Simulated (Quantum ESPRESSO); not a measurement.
# InP (F-43m) in Quantum ESPRESSO: a series of runs

Aim: see how the results for InP move with the level of theory and the settings. Levels: PBE, PBE+D3(BJ). Tasks: Wannier functions, phonons and Raman activities, phonons.

All numbers are computed with Quantum ESPRESSO 7.5; they aren't measurements. Logs are shortened: lines on timing, memory, paths and dates and some standing lists are left out, and cuts for length are marked.

**The experiment to reproduce.**

From a printed reference work, data compilation, for a bulk crystal of InP at 1.6 K: band gap 1.4236 eV (direct).

A printed reference work, textbook reports, for a bulk crystal of InP at 300 K: high-frequency dielectric constant 9.61.

The results are compared with them further down.

## Step 1: The crystal as given

It takes space group F-43m (No. 216, cubic). Conventional cell: a = 5.861 Å, b = 5.861 Å, c = 5.861 Å, α = 90.00°, β = 90.00°, γ = 90.00°. In (site symmetry -43m) is surrounded by 4 P at 2.54 Å. Around P (site symmetry -43m) lie 4 In at 2.54 Å.

## Step 2: Wannier functions, PBE

Input file pw.in:

```
&CONTROL
  calculation = 'scf'
  prefix = 'pwscf'
  outdir = './tmp'
  pseudo_dir = './pseudo'
  tprnfor = .true.
  tstress = .true.
  disk_io = 'low'
/
&SYSTEM
  ibrav = 0
  nat = 2
  ntyp = 2
  ecutwfc = 70
  nbnd = 15
  occupations = 'smearing'
  smearing = 'fd'
  degauss = 0.00367493
/
&ELECTRONS
  conv_thr = 4d-10
  electron_maxstep = 120
  mixing_beta = 0.5
/
ATOMIC_SPECIES
In   114.8180 In.upf
P     30.9738 P.upf
CELL_PARAMETERS angstrom
   0.0000000000    2.9305000000    2.9305000000
   2.9305000000    0.0000000000    2.9305000000
   2.9305000000    2.9305000000    0.0000000000
ATOMIC_POSITIONS crystal
In     0.0000000000    0.0000000000    0.0000000000
P      0.7500000000    0.7500000000    0.7500000000
K_POINTS automatic
8 8 8 0 0 0
```

Input file nscf.in:

```
&CONTROL
  calculation = 'nscf'
  prefix = 'pwscf'
  outdir = './tmp'
  pseudo_dir = './pseudo'
  disk_io = 'low'
/
&SYSTEM
  ibrav = 0
  nat = 2
  ntyp = 2
  ecutwfc = 70
  nbnd = 11
  occupations = 'smearing'
  smearing = 'fd'
  degauss = 0.00367493
  nosym = .true.
  noinv = .true.
/
&ELECTRONS
  conv_thr = 1d-09
  electron_maxstep = 120
  mixing_beta = 0.5
  diago_full_acc = .true.
/
ATOMIC_SPECIES
In   114.8180 In.upf
P     30.9738 P.upf
CELL_PARAMETERS angstrom
   0.0000000000    2.9305000000    2.9305000000
   2.9305000000    0.0000000000    2.9305000000
   2.9305000000    2.9305000000    0.0000000000
ATOMIC_POSITIONS crystal
In     0.0000000000    0.0000000000    0.0000000000
P      0.7500000000    0.7500000000    0.7500000000
K_POINTS crystal
125
  0.00000000   0.00000000   0.00000000 8.00000000e-03
  0.00000000   0.00000000   0.20000000 8.00000000e-03
  0.00000000   0.00000000   0.40000000 8.00000000e-03
  0.00000000   0.00000000   0.60000000 8.00000000e-03
  0.00000000   0.00000000   0.80000000 8.00000000e-03
  0.00000000   0.20000000   0.00000000 8.00000000e-03
[... 117 lines left out ...]
  0.80000000   0.80000000   0.60000000 8.00000000e-03
  0.80000000   0.80000000   0.80000000 8.00000000e-03
```

Input file pw2wan.in:

```
&INPUTPP
  prefix = 'pwscf'
  outdir = './tmp'
  seedname = 'w'
  write_mmn = .true.
  write_amn = .true.
  scdm_proj = .true.
  scdm_entanglement = 'isolated'
/
```

Input file bands.in:

```
&CONTROL
  calculation = 'bands'
  prefix = 'pwscf'
  outdir = './tmp'
  pseudo_dir = './pseudo'
  disk_io = 'low'
/
&SYSTEM
  ibrav = 0
  nat = 2
  ntyp = 2
  ecutwfc = 70
  nbnd = 11
  occupations = 'smearing'
  smearing = 'fd'
  degauss = 0.00367493
/
&ELECTRONS
  conv_thr = 1d-08
  electron_maxstep = 120
  mixing_beta = 0.5
  diago_full_acc = .true.
/
ATOMIC_SPECIES
In   114.8180 In.upf
P     30.9738 P.upf
CELL_PARAMETERS angstrom
   0.0000000000    2.9305000000    2.9305000000
   2.9305000000    0.0000000000    2.9305000000
   2.9305000000    2.9305000000    0.0000000000
ATOMIC_POSITIONS crystal
In     0.0000000000    0.0000000000    0.0000000000
P      0.7500000000    0.7500000000    0.7500000000
K_POINTS crystal
77
  0.00000000   0.00000000   0.00000000 1
  0.04166700   0.00000000   0.04166700 1
  0.08333300   0.00000000   0.08333300 1
  0.12500000   0.00000000   0.12500000 1
  0.16666700   0.00000000   0.16666700 1
  0.20833300   0.00000000   0.20833300 1
[... 69 lines left out ...]
  0.53125000   0.06250000   0.53125000 1
  0.50000000   0.00000000   0.50000000 1
```

Input file w.win:

```
num_wann = 9
num_bands = 9
auto_projections = true
num_iter = 400
conv_tol = 1.0d-9
conv_window = 4
num_print_cycles = 40
fermi_energy = 7.4975
bands_plot = true
write_hr = true
mp_grid = 5 5 5
exclude_bands = 10-11
begin unit_cell_cart
ang
  0.0000000000   2.9305000000   2.9305000000
  2.9305000000   0.0000000000   2.9305000000
  2.9305000000   2.9305000000   0.0000000000
end unit_cell_cart
begin atoms_frac
In   0.0000000000   0.0000000000   0.0000000000
P    0.7500000000   0.7500000000   0.7500000000
end atoms_frac
begin kpoint_path
G   0.0000000000   0.0000000000   0.0000000000  X   0.5000000000   0.0000000000   0.5000000000
X   0.5000000000   0.0000000000   0.5000000000  W   0.5000000000   0.2500000000   0.7500000000
W   0.5000000000   0.2500000000   0.7500000000  K   0.3750000000   0.3750000000   0.7500000000
K   0.3750000000   0.3750000000   0.7500000000  G   0.0000000000   0.0000000000   0.0000000000
G   0.0000000000   0.0000000000   0.0000000000  L   0.5000000000   0.5000000000   0.5000000000
L   0.5000000000   0.5000000000   0.5000000000  U   0.6250000000   0.2500000000   0.6250000000
U   0.6250000000   0.2500000000   0.6250000000  W   0.5000000000   0.2500000000   0.7500000000
W   0.5000000000   0.2500000000   0.7500000000  L   0.5000000000   0.5000000000   0.5000000000
L   0.5000000000   0.5000000000   0.5000000000  K   0.3750000000   0.3750000000   0.7500000000
U   0.6250000000   0.2500000000   0.6250000000  X   0.5000000000   0.0000000000   0.5000000000
end kpoint_path
bands_num_points = 12
begin kpoints
  0.00000000   0.00000000   0.00000000
  0.00000000   0.00000000   0.20000000
  0.00000000   0.00000000   0.40000000
  0.00000000   0.00000000   0.60000000
  0.00000000   0.00000000   0.80000000
  0.00000000   0.20000000   0.00000000
[... 117 lines left out ...]
  0.80000000   0.80000000   0.60000000
  0.80000000   0.80000000   0.80000000
end kpoints
```

Potentials or basis: PseudoDojo 0.4.1 SR PBE standard.

Command:

```
> OMP_NUM_THREADS=1 pw.x -in pw.in > pw.out
> OMP_NUM_THREADS=1 pw.x -in nscf.in > nscf.out
> wannier90.x -pp w
> OMP_NUM_THREADS=1 pw2wannier90.x -in pw2wan.in > pw2wan.out
> wannier90.x w
> OMP_NUM_THREADS=1 pw.x -in bands.in > bands.out
```

pw.out:

```text
This program is part of the open-source Quantum ESPRESSO suite
     for quantum simulation of materials; please cite
[... 9 lines left out ...]
     --------------------
     sticks:   dense  smooth     PW     G-vecs:    dense   smooth      PW
     Sum        1177    1177    349                26813    26813    4285

     Using Slab Decomposition

     bravais-lattice index     =            0
     lattice parameter (alat)  =       7.8317  a.u.
     unit-cell volume          =     339.6658 (a.u.)^3
     number of atoms/cell      =            2
     number of atomic types    =            2
     number of electrons       =        18.00
     number of Kohn-Sham states=           15
     kinetic-energy cutoff     =      70.0000  Ry
     charge density cutoff     =     280.0000  Ry
     scf convergence threshold =      4.0E-10
     mixing beta               =       0.5000
     number of iterations used =            8  plain     mixing
     Exchange-correlation= PBE
                           (   1   4   3   4   0   0   0)

     celldm(1)=   7.831692  celldm(2)=   0.000000  celldm(3)=   0.000000
     celldm(4)=   0.000000  celldm(5)=   0.000000  celldm(6)=   0.000000

     crystal axes: (cart. coord. in units of alat)
               a(1) = (   0.000000   0.707107   0.707107 )
               a(2) = (   0.707107   0.000000   0.707107 )
               a(3) = (   0.707107   0.707107   0.000000 )

     reciprocal axes: (cart. coord. in units 2 pi/alat)
               b(1) = ( -0.707107  0.707107  0.707107 )
               b(2) = (  0.707107 -0.707107  0.707107 )
               b(3) = (  0.707107  0.707107 -0.707107 )

     PseudoPot. # 1 for In read from file:
     In.upf
     Pseudo is Norm-conserving + core correction, Zval = 13.0
     Generated using ONCVPSP code by D. R. Hamann
     Using radial grid of 1964 points,  6 beta functions with:
                l(1) =   0
                l(2) =   0
                l(3) =   1
                l(4) =   1
                l(5) =   2
                l(6) =   2

     PseudoPot. # 2 for P  read from file:
     P.upf
     Pseudo is Norm-conserving + core correction, Zval =  5.0
     Generated using ONCVPSP code by D. R. Hamann
     Using radial grid of 1298 points,  6 beta functions with:
                l(1) =   0
                l(2) =   0
                l(3) =   1
                l(4) =   1
                l(5) =   2
                l(6) =   2

     atomic species   valence    mass     pseudopotential
     In               13.00   114.81800     In( 1.00)
     P                 5.00    30.97380     P ( 1.00)

     24 Sym. Ops. (no inversion) found

   Cartesian axes

     site n.     atom                  positions (alat units)
         1        In     tau(   1) = (   0.0000000   0.0000000   0.0000000  )
         2        P      tau(   2) = (   1.0606602   1.0606602   1.0606602  )

     number of k points=    29  Fermi-Dirac smearing, width (Ry)=  0.0037
                       cart. coord. in units 2pi/alat
        k(    1) = (   0.0000000   0.0000000   0.0000000), wk =   0.0039062
        k(    2) = (   0.0883883   0.0883883  -0.0883883), wk =   0.0312500
        k(    3) = (   0.1767767   0.1767767  -0.1767767), wk =   0.0312500
        k(    4) = (   0.2651650   0.2651650  -0.2651650), wk =   0.0312500
        k(    5) = (  -0.3535534  -0.3535534   0.3535534), wk =   0.0156250
        k(    6) = (   0.1767767   0.0000000   0.0000000), wk =   0.0234375
[... 21 lines left out ...]
        k(   28) = (  -0.7071068   0.1767767  -0.0000000), wk =   0.0468750
        k(   29) = (  -0.7071068   0.3535534   0.0000000), wk =   0.0234375

     Dense  grid:    26813 G-vectors     FFT dimensions: (  45,  45,  45)

     Initial potential from superposition of free atoms

     starting charge      17.9960, renormalised to      18.0000
     Starting wfcs are   13 randomized atomic wfcs +    2 random wfcs

     Self-consistent Calculation

     iteration #  1     ecut=    70.00 Ry     beta= 0.50
     Davidson diagonalization with overlap
     ethr =  1.00E-02,  avg # of iterations =  4.4

     Threshold (ethr) on eigenvalues was too large:
     Diagonalizing with lowered threshold

     Davidson diagonalization with overlap
     ethr =  5.98E-04,  avg # of iterations =  1.8

     total energy              =    -146.76416227 Ry
     estimated scf accuracy    <       0.10525069 Ry

     iteration #  2     ecut=    70.00 Ry     beta= 0.50
     Davidson diagonalization with overlap
     ethr =  5.85E-04,  avg # of iterations =  2.3
[... 43 lines left out ...]
     total energy              =    -146.78746124 Ry
     estimated scf accuracy    <          1.2E-09 Ry

     iteration #  9     ecut=    70.00 Ry     beta= 0.50
     Davidson diagonalization with overlap
     ethr =  6.82E-12,  avg # of iterations =  2.3

     End of self-consistent calculation

          k = 0.0000 0.0000 0.0000 (  3383 PWs)   bands (ev):

    -7.0978  -7.0978  -7.0978  -6.9488  -6.9488  -4.3760   7.1418   7.1418
     7.1418   7.8532  11.2344  11.2344  11.2344  15.7300  16.5571

          k = 0.0884 0.0884-0.0884 (  3374 PWs)   bands (ev):

    -7.1162  -7.0904  -7.0904  -6.9487  -6.9487  -4.1983   5.6010   6.9561
     6.9561   8.7986  11.3912  11.5115  11.5115  15.9378  15.9381

          k = 0.1768 0.1768-0.1768 (  3371 PWs)   bands (ev):
[... 6 lines left out ...]
    -7.1983  -7.0630  -7.0630  -6.9393  -6.9393  -3.0369   2.1102   6.2837
     6.2837   8.7329  11.9984  11.9984  13.8229  16.1059  16.6597

          k =-0.3536-0.3536 0.3536 (  3354 PWs)   bands (ev):

    -7.2141  -7.0594  -7.0594  -6.9351  -6.9351  -2.6582   1.4117   6.1722
     6.1722   8.6413  11.9500  11.9500  14.2658  16.6461  17.7896

          k = 0.1768 0.0000 0.0000 (  3371 PWs)   bands (ev):

    -7.1299  -7.0832  -7.0832  -6.9548  -6.9437  -4.1396   5.5961   6.6265
     6.6265   9.3307  10.5985  11.9663  11.9663  14.9466  16.7044

          k = 0.2652 0.0884-0.0884 (  3372 PWs)   bands (ev):

    -7.1643  -7.0697  -7.0665  -6.9589  -6.9387  -3.7490   4.1696   6.2071
     6.2259   9.7571  10.7182  12.5127  12.5693  14.6826  16.6007

          k = 0.3536 0.1768-0.1768 (  3357 PWs)   bands (ev):
[... 11 lines left out ...]
    -7.2115  -7.0561  -7.0526  -6.9420  -6.9392  -2.7250   1.8060   5.2310
     6.1443   9.5117  11.7395  12.2947  13.9943  16.3128  16.8068

          k =-0.0884-0.2652 0.2652 (  3372 PWs)   bands (ev):

    -7.1823  -7.0650  -7.0620  -6.9514  -6.9400  -3.3493   3.0811   5.4319
     6.5380   9.6538  11.9220  12.0795  12.6800  15.1326  16.8418

          k = 0.0000-0.1768 0.1768 (  3373 PWs)   bands (ev):

    -7.1440  -7.0819  -7.0751  -6.9529  -6.9439  -3.9137   4.5947   6.0660
     6.9058   9.4761  11.3083  11.6545  12.3210  15.0973  16.0523

          k = 0.3536 0.0000 0.0000 (  3359 PWs)   bands (ev):

    -7.1981  -7.0472  -7.0472  -6.9718  -6.9314  -3.4798   3.8051   5.7337
     5.7337   9.6300  10.2797  13.5275  13.5275  14.0797  17.1169

          k = 0.4419 0.0884-0.0884 (  3368 PWs)   bands (ev):

    -7.2268  -7.0345  -7.0303  -6.9763  -6.9260  -2.9563   2.7495   5.1293
     5.4297   9.6444  10.4976  13.3271  14.0286  15.6460  17.5878

          k =-0.1768-0.5303 0.5303 (  3351 PWs)   bands (ev):

    -7.2374  -7.0365  -7.0241  -6.9684  -6.9277  -2.3998   1.8208   4.4291
     5.4043   9.6989  11.5314  13.3372  13.8156  16.6118  17.9119

          k =-0.0884-0.4419 0.4419 (  3353 PWs)   bands (ev):

    -7.2295  -7.0443  -7.0289  -6.9548  -6.9389  -2.3058   1.6943   4.0612
     5.6635   9.8947  12.0635  13.3870  13.9715  15.7813  16.3688

          k = 0.0000-0.3536 0.3536 (  3378 PWs)   bands (ev):

    -7.2089  -7.0524  -7.0448  -6.9499  -6.9435  -2.7874   2.3760   4.3185
     6.1172  10.1501  12.2123  12.7341  12.7878  15.2365  17.5335

          k = 0.5303-0.0000 0.0000 (  3370 PWs)   bands (ev):

    -7.2573  -7.0099  -7.0099  -6.9910  -6.9191  -2.5704   2.1969   5.0644
     5.0644   9.0561   9.7759  15.3352  15.3601  15.3601  17.6561

          k =-0.0884-0.6187 0.6187 (  3351 PWs)   bands (ev):

    -7.2665  -7.0096  -7.0021  -6.9885  -6.9190  -2.1428   1.6246   4.4807
     4.9812   9.2363  10.0870  14.9955  15.5088  16.7467  18.0372

          k = 0.0000-0.5303 0.5303 (  3352 PWs)   bands (ev):

    -7.2524  -7.0254  -7.0086  -6.9749  -6.9286  -2.0176   1.5360   3.8392
     5.2053   9.5033  11.5376  14.6631  14.6905  15.4011  17.0241

          k =-0.7071 0.0000 0.0000 (  3338 PWs)   bands (ev):

    -7.2800  -6.9994  -6.9941  -6.9941  -6.9140  -2.0061   1.3914   4.8239
     4.8239   8.9063   9.4078  16.3768  16.7238  16.7238  17.9455

          k = 0.3536 0.1768 0.0000 (  3369 PWs)   bands (ev):

    -7.1961  -7.0555  -7.0492  -6.9638  -6.9337  -3.2891   3.2493   5.1635
     6.0763  10.3383  10.6866  12.3937  13.3285  14.9698  17.3280

          k =-0.2652-0.4419 0.6187 (  3361 PWs)   bands (ev):

    -7.2195  -7.0502  -7.0349  -6.9598  -6.9333  -2.6804   2.1503   4.5969
     5.6943  10.3499  11.3548  12.4408  13.8483  15.7865  17.9905

          k =-0.1768-0.3536 0.5303 (  3358 PWs)   bands (ev):
[... 6 lines left out ...]
    -7.2456  -7.0283  -7.0140  -6.9786  -6.9245  -2.4547   2.0573   4.5660
     5.0433  10.0270  10.4681  13.2049  15.3749  15.8359  18.5265

          k =-0.0884-0.4419 0.6187 (  3351 PWs)   bands (ev):

    -7.2459  -7.0354  -7.0088  -6.9704  -6.9309  -2.0778   1.6170   4.0273
     4.8879  10.3231  11.5515  12.9977  14.6454  15.9911  18.2749

          k = 0.0000-0.3536 0.5303 (  3344 PWs)   bands (ev):

    -7.2350  -7.0443  -7.0159  -6.9619  -6.9371  -2.2038   1.7558   3.9051
     5.1951  10.6164  11.9483  12.4588  14.7407  15.3362  17.0698

          k =-0.7071 0.1768-0.0000 (  3350 PWs)   bands (ev):

    -7.2648  -7.0148  -7.0021  -6.9823  -6.9220  -1.9675   1.4628   4.4892
     4.5015   9.8320  10.2457  14.8094  14.8916  17.1775  18.3084

          k =-0.7071 0.3536 0.0000 (  3380 PWs)   bands (ev):

    -7.2467  -7.0382  -7.0030  -6.9686  -6.9338  -1.9279   1.5432   4.1897
     4.2335  11.4393  11.5255  12.7176  13.3539  17.3249  18.4022

     the Fermi energy is     7.5289 ev

!    total energy              =    -146.78746124 Ry
     estimated scf accuracy    <          1.9E-10 Ry
     smearing contrib. (-TS)   =      -0.00000037 Ry
     internal energy E=F+TS    =    -146.78746088 Ry

     The total energy is F=E-TS. E is the sum of the following terms:
     one-electron contribution =     -49.66176941 Ry
     hartree contribution      =      36.82608748 Ry
     xc contribution           =     -44.23137475 Ry
     ewald contribution        =     -89.72040420 Ry

     convergence has been achieved in   9 iterations

     Forces acting on atoms (cartesian axes, Ry/au):

     atom    1 type  1   force =     0.00000000   -0.00000000   -0.00000000
     atom    2 type  2   force =    -0.00000000    0.00000000    0.00000000

     Total force =     0.000000     Total SCF correction =     0.000000

     Computing stress (Cartesian axis) and pressure

          total   stress  (Ry/bohr**3)                   (kbar)     P=       34.05
   0.00023149  -0.00000000  -0.00000000           34.05       -0.00       -0.00
  -0.00000000   0.00023149  -0.00000000           -0.00       34.05       -0.00
  -0.00000000  -0.00000000   0.00023149           -0.00       -0.00       34.05

=------------------------------------------------------------------------------=
   JOB DONE.
=------------------------------------------------------------------------------=
```

It took 2.4 min on 1 thread of Arm Neoverse V2, shared host; peak memory 0.1 GiB.

Results:

* Free energy: -1997.1452 eV
* Pressure: 3.4 GPa
* Band gap on the k mesh: 0.71 eV, direct
* Band gap along the path: 0.71 eV, direct
* Total Wannier spread: 9.94 Å² over 9 functions
* RMS miss of the Wannier bands: 0.043 eV

Levels at the corners of the path, in eV from the valence-band top:
```
point  band 6  band 7  band 8  band 9  band 10  band 11
    Γ  -11.52    0.00    0.00    0.00     0.71     4.09
    X   -9.15   -5.75   -2.32   -2.32     1.76     2.27
    W   -9.07   -5.60   -2.95   -2.91     4.30     4.38
    K   -9.16   -5.61   -3.30   -1.94     2.36     4.40
    Γ  -11.52    0.00    0.00    0.00     0.71     4.09
    L   -9.80   -5.73   -0.97   -0.97     1.50     4.81
    U   -9.16   -5.61   -3.30   -1.94     2.36     4.40
    W   -9.07   -5.60   -2.95   -2.91     4.30     4.38
    L   -9.80   -5.73   -0.97   -0.97     1.50     4.81
    K   -9.16   -5.61   -3.30   -1.94     2.36     4.40
    U   -9.16   -5.61   -3.30   -1.94     2.36     4.40
    X   -9.15   -5.75   -2.32   -2.32     1.76     2.27
```

Wannier functions:
```csv
function,nearest atom,distance (Å),spread (Å²),on-site energy from the reference level (eV)
1,1 In,0.02,0.52,-14.26
2,1 In,0.02,0.51,-14.31
3,1 In,0.02,0.52,-14.26
4,1 In,0.02,0.51,-14.33
5,1 In,0.01,0.50,-14.38
6,2 P,0.88,1.84,-5.23
7,2 P,0.88,1.84,-5.23
8,2 P,0.88,1.84,-5.23
9,2 P,0.88,1.84,-5.23
```

Parts of the spread (Å²): invariant 9.01, diagonal 0.010, off-diagonal 0.91, total 9.94. Against the direct bands the interpolation misses by 43 meV (root mean square) and 343 meV at most, for states up to 1 eV over the reference level.

Caveat: spin-orbit coupling is left out, which moves the levels of the heavy elements; the Wannier minimisation didn't converge.

(Part 1 of 3 ends here.)
